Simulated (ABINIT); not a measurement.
The system is AgBr.

```
Ag Br
1.0
     0.00000    2.87015    2.87015
     2.87015    0.00000    2.87015
     2.87015    2.87015    0.00000
Ag Br
1 1
Direct
  0.00000 0.00000 0.00000
  0.50000 0.50000 0.50000
```

Program: ABINIT 10.8.3 (patched build). Alike in all runs: no spin polarisation; cell as given; cutoff (eV) 463; smearing fermi-dirac 0.05 eV.

Question: Order these runs on this cell by their band gap on the k mesh, lowest first.
A. level HCTH407; potentials or basis JTH PAW PBE v2.0; k mesh 8 × 8 × 8
B. level LDA; potentials or basis JTH PAW LDA v2.0; k mesh 10 × 10 × 10
C. level revPBE; potentials or basis JTH PAW PBE v2.0; k mesh 8 × 8 × 8

Answer: B (0.37 eV), C (0.79 eV), A (1.33 eV).

A k mesh can miss the band edges.

Runs at the PBE level aren't shown here.
